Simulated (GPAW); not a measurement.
# ZnS (F-43m) in GPAW: a series of runs

One crystal, ZnS, is run at these levels: BP86, RPBE, LDA, TPSS, PBE; tasks: band structure, equation of state.

Everything below comes from runs of GPAW 26.7.0. Logs are shortened: lines on timing, memory, paths and dates and some standing lists are left out, and cuts for length are marked. The log counts tension as positive stress, the text compression.

**Experimental background.**

From “Electronic, vibrational, and thermodynamic properties of ZnS (zincblende and rocksalt structure)”, 2009, arxiv:0911.5022, for a bulk crystal of ZnS at 19 K: band gap 3.85 eV (direct).

How close the calculation comes is told below.

## (1) The crystal as given

The structure is cubic, space group F-43m (No. 216). Conventional cell: a = 5.404 Å, b = 5.404 Å, c = 5.404 Å, α = 90.00°, β = 90.00°, γ = 90.00°. Zn (site symmetry -43m) is surrounded by 4 S at 2.34 Å. S (site symmetry -43m) has 4 Zn at 2.34 Å as nearest neighbours.

## (2) Band structure, BP86

File run.py:

```python
from ase.dft.bandgap import bandgap
from ase.io import write
from ase.spacegroup import crystal
from ase.units import GPa
from gpaw import GPAW, PW, setup_paths

setup_paths.insert(0, '.')

# Zn 4c
# S 4a
atoms = crystal(['Zn', 'S'],
                basis=[[0.25, 0.25, 0.25],
                       [0.0, 0.0, 0.0]],
                spacegroup=216, setting=1,  # F-43m
                cellpar=[5.404, 5.404, 5.404, 90.0, 90.0, 90.0],
                primitive_cell=True)

calc = GPAW(mode=PW(600),
            xc='GGA_X_B88+GGA_C_P86',
            kpts={'size': (7, 7, 7), 'gamma': True},
            occupations={'name': 'fermi-dirac', 'width': 0.05},
            nbands=18,
            convergence={'density': 1e-05, 'energy': 1e-05},
            maxiter=150,
            txt='gpaw.txt')
atoms.calc = calc
energy = atoms.get_potential_energy()
forces = atoms.get_forces()
stress = atoms.get_stress()
calc.write('gs.gpw')
write('result.traj', atoms)
print(f'Energy: {energy:.6f} eV')
print('Forces (eV/A):')
print(forces.round(4))
print('Stress (GPa):', (stress / GPa).round(3))
print('Fermi level:', round(calc.get_fermi_level(), 4), 'eV')
print(f'Gap: {bandgap(calc)[0]:.4f} eV, direct: {bandgap(calc, direct=True)[0]:.4f} eV')

path = atoms.cell.bandpath('GXWKGLUWLK,UX', npoints=100, eps=1e-4)
bs_calc = calc.fixed_density(kpts=path, symmetry='off', nbands=28,
                             convergence={'bands': 'CBM+6.0', 'eigenstates': 1e-6}, txt='bands.txt')
bs = bs_calc.band_structure()
bs.write('bs.json')
print(f'Gap on the path: {bandgap(bs_calc)[0]:.4f} eV')
```

Potentials or basis: PAW data sets generated in the run's folder for this functional, pw.

The run is started by

```bash
> gpaw-setup -f GGA_X_B88+GGA_C_P86 S Zn
> OMP_NUM_THREADS=1 python run.py
```

gpaw.txt:

```text
__  _  _
 | _ |_)|_||  |
 |__||  | ||/\| - 26.7.0

Input parameters:
  mode=PW(ecut=600.0),
  convergence={'density': 1e-05, 'energy': 1e-05},
  kpts=MonkhorstPack(size=(7, 7, 7), gamma=True),
  maxiter=150,
  nbands=18,
  occupations=Occupations(name='fermi-dirac', width=0.05),
  xc=XC(name='GGA_X_B88+GGA_C_P86')

Diagonalizing LCAO Hamiltonian
Converting LCAO to pw mode

           Zn

       S

Atoms  # Å, Bohr magnetons
|   | symbol |        x |        y |        z |    initial magnetic moments |
|---|--------|----------|----------|----------|-----------------------------|
| 0 |     Zn | 1.351000 | 1.351000 | 1.351000 | ( 0.0000,  0.0000,  0.0000) |
| 1 |      S | 0.000000 | 0.000000 | 0.000000 | ( 0.0000,  0.0000,  0.0000) |

Unit cell  # Å
| periodic |        x |        y |        z |  lengths |    angles |
|----------|----------|----------|----------|----------|-----------|
|      yes | 0.000000 | 2.702000 | 2.702000 | 3.821205 | 60.000000 |
|      yes | 2.702000 | 0.000000 | 2.702000 | 3.821205 | 60.000000 |
|      yes | 2.702000 | 2.702000 | 0.000000 | 3.821205 | 60.000000 |

Number of symmetries: 24
Symmetry operations  # r_c * U_cc + t_c -> r_c
|    | kind |            matrix            |
|----|------|------------------------------|
|  0 |  E   |  1, 0, 0,  0, 1, 0,  0, 0, 1 |
|  1 |  σ   |  1, 0, 0,  0, 0, 1,  0, 1, 0 |
|  2 |  σ   |  1, 0,-1,  0, 1,-1,  0, 0,-1 |
|  3 |  C3  |  1, 0,-1,  0, 0,-1,  0, 1,-1 |
|  4 |  C3  |  1,-1, 0,  0,-1, 1,  0,-1, 0 |
|  5 |  σ   |  1,-1, 0,  0,-1, 0,  0,-1, 1 |
|  6 |  σ   |  0, 1, 0,  1, 0, 0,  0, 0, 1 |
|  7 |  C3  |  0, 1, 0,  0, 0, 1,  1, 0, 0 |
|  8 |  C2  |  0, 1,-1,  1, 0,-1,  0, 0,-1 |
|  9 |  S4  |  0, 1,-1,  0, 0,-1,  1, 0,-1 |
| 10 |  C3  |  0, 0, 1,  1, 0, 0,  0, 1, 0 |
| 11 |  σ   |  0, 0, 1,  0, 1, 0,  1, 0, 0 |
| 12 |  S4  |  0, 0,-1,  1, 0,-1,  0, 1,-1 |
| 13 |  C3  |  0, 0,-1,  0, 1,-1,  1, 0,-1 |
| 14 |  S4  |  0,-1, 1,  1,-1, 0,  0,-1, 0 |
| 15 |  C2  |  0,-1, 1,  0,-1, 0,  1,-1, 0 |
| 16 |  C3  |  0,-1, 0,  1,-1, 0,  0,-1, 1 |
| 17 |  S4  |  0,-1, 0,  0,-1, 1,  1,-1, 0 |
| 18 |  S4  | -1, 1, 0, -1, 0, 1, -1, 0, 0 |
| 19 |  C3  | -1, 1, 0, -1, 0, 0, -1, 0, 1 |
| 20 |  C3  | -1, 0, 1, -1, 1, 0, -1, 0, 0 |
| 21 |  S4  | -1, 0, 1, -1, 0, 0, -1, 1, 0 |
| 22 |  σ   | -1, 0, 0, -1, 1, 0, -1, 0, 1 |
| 23 |  C2  | -1, 0, 0, -1, 0, 1, -1, 1, 0 |

BZ-sampling:
  Number of BZ points: 343
  Number of IBZ points: 20

  Monkhorst-Pack size: [7, 7, 7]
  Monkhorst-Pack shift: [0, 0, 0]

K-points  # in reciprocal-cell coordinates
|     |                                coordinates |     weight |
|-----|--------------------------------------------|------------|
|   0 | (  0.00000000,   0.00000000,   0.00000000) | 0.00291545 |
|   1 | (  0.14285714,   0.14285714,   0.00000000) | 0.01749271 |
|   2 | (  0.14285714,   0.14285714,   0.14285714) | 0.02332362 |
|   3 | (  0.28571429,   0.14285714,   0.14285714) | 0.03498542 |
|   4 | (  0.28571429,   0.28571429,   0.00000000) | 0.01749271 |
|   5 | (  0.28571429,   0.28571429,   0.14285714) | 0.06997085 |
|   6 | (  0.28571429,   0.28571429,   0.28571429) | 0.02332362 |
|   7 | (  0.42857143,  -0.28571429,  -0.28571429) | 0.03498542 |
|   8 | (  0.42857143,   0.28571429,  -0.42857143) | 0.13994169 |
|   9 | (  0.42857143,   0.28571429,  -0.28571429) | 0.06997085 |
| ... |                                            |            |
|  19 | (  0.42857143,   0.42857143,   0.42857143) | 0.02332362 |

Plane wave coefficients: 1363
Cutoff: 600.0 eV

Spin-components: 1 (collinear spins)
Bands:           18
Projectors:      11
Spin-degeneracy: 2
Datatype:        complex128

Parallelization:
  kpt:    1
  domain: 1
  band:   1

Density:
  Valence electrons: 18.0
  Components: 1
  Grid points: [24 24 24]
  Charge: 0.0  # |e|

Potential:
  Grid points: [24 24 24]

species:
  Zn:
    name:    Zinc
    Z:       30.0
    valence: 12
    core:    18
    charge:  0.0  # [|e|]
    compensation charges:
      type: gauss
      rc: 0.37  # [Å]
      lmax: 2
    cutoffs:
      filter: 2.14  # [Å]
      core: 2.28  # [Å]
    projectors
    | kind |    occ | energy [eV] | rcut [Å] |
    |------|--------|-------------|----------|
    |   4s |  2.000 |      -6.160 |    1.286 |
    |   4p |  0.000 |      -1.203 |    1.270 |
    |   3d | 10.000 |     -10.291 |    1.180 |
    |    s |        |      21.052 |    1.286 |
    |    p |        |      26.009 |    1.270 |
    |    d |        |      16.920 |    1.180 |

    Using partial waves for Zn as LCAO basis

  S:
    name:    Sulfur
    Z:       16.0
    valence: 6
    core:    10
    charge:  0.0  # [|e|]
    compensation charges:
      type: gauss
      rc: 0.24  # [Å]
      lmax: 2
    cutoffs:
      filter: 1.77  # [Å]
      core: 1.66  # [Å]
    projectors
    | kind |    occ | energy [eV] | rcut [Å] |
    |------|--------|-------------|----------|
    |   3s |  2.000 |     -17.353 |    0.974 |
    |   3p |  4.000 |      -7.104 |    0.979 |
    |    s |        |       9.859 |    0.974 |
    |    p |        |      20.108 |    0.979 |
    |    d |        |       0.000 |    0.900 |

    Using partial waves for S as LCAO basis

Reference energy: -59739.537562  # eV

eigensolver:
  PPCG
  Converge bands: occupied
  niter=2

density mixing:
  MSR1-Mixer
  Pratt-step length: 0.05
  Maximum mixing coefficient: 0.75
  Old densities: 10
  SVD Regularization: 0.005
  Good broyden scale: 1.0
  Trust region scale: 1.0
  Backstep threshold: 4.0
  History deletion threshold: 6.0
  Fourier metric: weight=20.0, sigma=0.015

occupation numbers:
  Fermi-Dirac:
    width: 0.0500  # eV

poisson solver:
  ecut: 4800.0  # eV

xc functional:
  name: GGA_X_B88+GGA_C_P86 with 2 nearest neighbor stencil

convergence criteria:
- Maximum integral of absolute [dens]ity change: 1e-05 electrons / valence electron
- Maximum [total energy] change in last 3 cyles: 1e-05 eV / valence electron
- Maximum integral of absolute [eigenst]ate change: 4e-08 eV^2 / valence electron
maximum number of iterations: 150

SCF iterations
|iter     | |      energy | eigst |  dens |
|---------|-|-------------|-------|-------|
|iter:   1| |   -7.063185 | -0.07 |       |
|iter:   2| |   -6.977116 | -1.78 | -1.18 |
|iter:   3| |   -6.689547 | -1.51 | -1.23 |
|iter:   4| |   -6.688973 | -2.73 | -1.80 |
|iter:   5| |   -6.689968 | -3.81 | -2.24 |
|iter:   6| |   -6.689865 | -4.34 | -3.02 |
|iter:   7| |   -6.689879c| -5.29 | -3.62 |
|iter:   8| |   -6.689884c| -6.34 | -3.94 |
|iter:   9| |   -6.689884c| -8.49c| -5.13c|

Converged in 9 steps
Energy contributions relative to reference atoms: (reference = -59739.537562)

Energy contributions:
  Kinetic:          11.520871
  Coulomb:          -9.851410
  Zero:              0.055845
  External:          0.000000
  Xc:               -8.415190
  Entropy:          -0.000000
  Spinorbit:         0.000000
  ----------------------------
  Free energy:      -6.689884
  Extrapolated:     -6.689884

dipole moment: (-20.008412, -20.008412, -20.008412)  # |e|*Ang

Fermi level: 4.609
Eigenvalues  # (at kpt = [0.000, 0.000, 0.000])
| band index |      eig [eV] | occ [0-2] |
|------------|---------------|-----------|
|          0 |        -9.495 |     2.000 |
|          1 |        -2.708 |     2.000 |
|          2 |        -2.708 |     2.000 |
|          3 |        -2.708 |     2.000 |
|          4 |        -2.218 |     2.000 |
|          5 |        -2.218 |     2.000 |
[... 10 lines left out ...]
|         16 |        18.189 |     0.000 |
|         17 |        18.189 |     0.000 |

Gap: 2.052 eV
Transition (v -> c):
  (s=0, k=0, n=8, [0.00, 0.00, 0.00]) -> (s=0, k=0, n=9, [0.00, 0.00, 0.00])
No difference between direct/indirect transitions

Forces  # eV/Ang
|       x |       y |        z |
|---------|---------|----------|
| 0.00000 | 0.00000 |  0.00000 |  # Zn   0
| 0.00000 | 0.00000 | -0.00000 |  # S    1

Stress tensor  # eV/Ang^3
|         x |         y |         z |
|-----------|-----------|-----------|
| -0.009769 |  0.000000 |  0.000000 |
|  0.000000 | -0.009769 |  0.000000 |
|  0.000000 |  0.000000 | -0.009769 |

# Writing to gs.gpw (mode='')
```

It took 40 s on 1 thread of Intel Xeon Platinum 8488C (Sapphire Rapids), shared host; peak memory 0.26 GiB.

Results:

* Free energy: -6.6899 eV
* Pressure: 1.6 GPa
* Band gap on the k mesh: 2.05 eV, direct
* Band gap along the path: 2.05 eV, direct

Levels at the corners of the path, in eV from the valence-band top:
| point | band 7 | band 8 | band 9 | band 10 | band 11 | band 12 |
| --- | --- | --- | --- | --- | --- | --- |
| Γ | 0.00 | 0.00 | 0.00 | 2.05 | 6.36 | 6.36 |
| X | -4.58 | -2.21 | -2.21 | 3.40 | 4.05 | 10.93 |
| W | -4.60 | -2.74 | -2.71 | 5.70 | 5.99 | 7.83 |
| K | -4.63 | -3.10 | -1.80 | 4.11 | 5.94 | 9.34 |
| Γ | 0.00 | 0.00 | 0.00 | 2.05 | 6.36 | 6.36 |
| L | -5.29 | -0.86 | -0.86 | 3.26 | 6.89 | 6.89 |
| U | -4.63 | -3.10 | -1.80 | 4.11 | 5.94 | 9.34 |
| W | -4.60 | -2.74 | -2.71 | 5.70 | 5.99 | 7.83 |
| L | -5.29 | -0.86 | -0.86 | 3.26 | 6.89 | 6.89 |
| K | -4.63 | -3.10 | -1.80 | 4.11 | 5.94 | 9.34 |
| U | -4.63 | -3.10 | -1.80 | 4.11 | 5.94 | 9.34 |
| X | -4.58 | -2.21 | -2.21 | 3.40 | 4.05 | 10.93 |

## (3) Band structure, RPBE

run.py: that of step 2 with these lines changed.

```diff
@@ -4,5 +4,3 @@
 from ase.units import GPa
-from gpaw import GPAW, PW, setup_paths
-
-setup_paths.insert(0, '.')
+from gpaw import GPAW, PW
 
@@ -18,3 +16,3 @@
 calc = GPAW(mode=PW(600),
-            xc='GGA_X_B88+GGA_C_P86',
+            xc='RPBE',
             kpts={'size': (7, 7, 7), 'gamma': True},
```

Potentials or basis: the program's PAW data sets (release 1.2.1) made for this functional, pw.

The run is started by

```bash
> OMP_NUM_THREADS=1 python run.py
```

It took 38 s on 1 thread of Intel Xeon Platinum 8488C (Sapphire Rapids), shared host; peak memory 0.26 GiB.

Results (log left out):

```
Free energy             : -6.2231 eV
Pressure                : 4.5 GPa
Band gap on the k mesh  : 2.27 eV, direct
Band gap along the path : 2.27 eV, direct
```

Levels at the corners of the path, in eV from the valence-band top:
```csv
point,band 7,band 8,band 9,band 10,band 11,band 12
Γ,0.00,0.00,0.00,2.27,6.44,6.44
X,-4.50,-2.20,-2.20,3.55,4.18,11.14
W,-4.53,-2.71,-2.68,5.81,6.09,7.96
K,-4.56,-3.07,-1.79,4.25,6.05,9.50
Γ,0.00,0.00,0.00,2.27,6.44,6.44
L,-5.23,-0.86,-0.86,3.44,6.97,6.97
U,-4.56,-3.07,-1.79,4.25,6.05,9.50
W,-4.53,-2.71,-2.68,5.81,6.09,7.96
L,-5.23,-0.86,-0.86,3.44,6.97,6.97
K,-4.56,-3.07,-1.79,4.25,6.05,9.50
U,-4.56,-3.07,-1.79,4.25,6.05,9.50
X,-4.50,-2.20,-2.20,3.55,4.18,11.14
```

## (4) Band structure, LDA

run.py: that of step 3 with these lines changed.

```diff
@@ -4,3 +4,5 @@
 from ase.units import GPa
-from gpaw import GPAW, PW
+from gpaw import GPAW, PW, setup_paths
+
+setup_paths.insert(0, '.')
 
@@ -16,6 +18,7 @@
 calc = GPAW(mode=PW(600),
-            xc='RPBE',
+            xc='LDA',
             kpts={'size': (7, 7, 7), 'gamma': True},
             occupations={'name': 'fermi-dirac', 'width': 0.05},
-            nbands=18,
+            setups={'S': 'jth', 'Zn': 'jth'},
+            nbands=-9,
             convergence={'density': 1e-05, 'energy': 1e-05},
@@ -36,4 +39,4 @@
 
-path = atoms.cell.bandpath('GXWKGLUWLK,UX', npoints=100, eps=1e-4)
-bs_calc = calc.fixed_density(kpts=path, symmetry='off', nbands=28,
+path = atoms.cell.bandpath('GXWKGLUWLK,UX', npoints=60, eps=1e-4)
+bs_calc = calc.fixed_density(kpts=path, symmetry='off', nbands=-18,
                              convergence={'bands': 'CBM+6.0', 'eigenstates': 1e-6}, txt='bands.txt')
```

Potentials or basis: JTH PAW 2.0, LDA, pw.

The run is started by

```bash
> OMP_NUM_THREADS=1 python run.py
```

Run time: 34 s. Hardware: 1 thread of Intel Xeon Platinum 8488C (Sapphire Rapids), shared host; peak memory 0.22 GiB.

Results (log left out):

| Property | Result |
| --- | --- |
| Free energy | -8.2238 eV |
| Pressure | -5.1 GPa |
| Band gap on the k mesh | 1.85 eV, direct |
| Band gap along the path | 1.85 eV, direct |

Levels at the corners of the path, in eV from the valence-band top:
```csv
point,band 7,band 8,band 9,band 10,band 11,band 12
Γ,0.00,0.00,0.00,1.85,6.22,6.22
X,-4.66,-2.25,-2.25,3.19,3.89,10.70
W,-4.68,-2.80,-2.77,5.53,5.89,7.66
K,-4.71,-3.18,-1.83,3.93,5.80,9.15
Γ,0.00,0.00,0.00,1.85,6.22,6.22
L,-5.38,-0.88,-0.88,3.09,6.76,6.76
U,-4.71,-3.18,-1.83,3.93,5.80,9.15
W,-4.68,-2.80,-2.77,5.53,5.89,7.66
L,-5.38,-0.88,-0.88,3.09,6.76,6.76
K,-4.71,-3.18,-1.83,3.93,5.80,9.15
U,-4.71,-3.18,-1.83,3.93,5.80,9.15
X,-4.66,-2.25,-2.25,3.19,3.89,10.70
```

Caveat: the program truncates these outside data sets.

## (5) Equation of state, TPSS

File run.py:

```python
from ase.eos import EquationOfState
from ase.io import Trajectory, read
from ase.units import GPa
from gpaw import GPAW, PW

atoms = read('POSCAR')

traj = Trajectory('eos.traj', 'w')
volumes, energies = [], []
for x in [0.94, 0.96, 0.98, 1.0, 1.02, 1.04, 1.06]:
    a = atoms.copy()
    a.set_cell(atoms.cell * x**(1 / 3), scale_atoms=True)
    calc = GPAW(mode=PW(600),
                xc='MGGA_X_TPSS+MGGA_C_TPSS',
                kpts={'size': (7, 7, 7), 'gamma': True},
                occupations={'name': 'fermi-dirac', 'width': 0.05},
                nbands=18,
                convergence={'density': 1e-05, 'energy': 1e-05},
                eigensolver='davidson',
                maxiter=150,
                txt=f'eos-{x:.2f}.txt')
    a.calc = calc
    energies.append(a.get_potential_energy(force_consistent=True))
    volumes.append(a.get_volume())
    p = -a.get_stress()[:3].mean() / GPa
    calc.write(f'eos-{x:.2f}.gpw')
    traj.write(a)
    print(f'{x:.2f} {volumes[-1]:10.4f} A^3 {energies[-1]:14.6f} eV {p:9.3f} GPa', flush=True)

v0, e0, B = EquationOfState(volumes, energies, eos='birchmurnaghan').fit()
print(f'V0 = {v0:.4f} A^3, E0 = {e0:.6f} eV, B0 = {B / GPa:.2f} GPa')
```

File POSCAR:

```
ZnS
1.0
    0.0000000000      2.7020000000      2.7020000000
    2.7020000000      0.0000000000      2.7020000000
    2.7020000000      2.7020000000      0.0000000000
Zn S
1 1
Direct
    0.7500000000      0.7500000000      0.7500000000
    0.0000000000      0.0000000000      0.0000000000
```

Potentials or basis: GPAW PAW data sets (gpaw-data 1.2.1), pw.

The run is started by

```bash
> OMP_NUM_THREADS=1 python run.py
```

It took 4.9 min on 1 thread of Intel Xeon Platinum 8488C (Sapphire Rapids), shared host; peak memory 0.75 GiB.

Results (log left out):

```yaml
Equilibrium_volume: "20.19 Å³/atom (rough: see the caveat)"
Bulk_modulus: 71 GPa (rough)
```

Energy against volume, from the lowest point:
| volume (Å³/atom) | energy (meV/atom) |
| --- | --- |
| 18.543 | 34.32 |
| 18.938 | 19.12 |
| 19.332 | 8.63 |
| 19.727 | 2.39 |
| 20.121 | 0.00 |
| 20.516 | 1.07 |
| 20.910 | 5.24 |

Caveat: the points scatter about the fit; the PAW data sets were made with another functional, which shifts forces and pressure a little.

(Continued in part 2 of 2.)
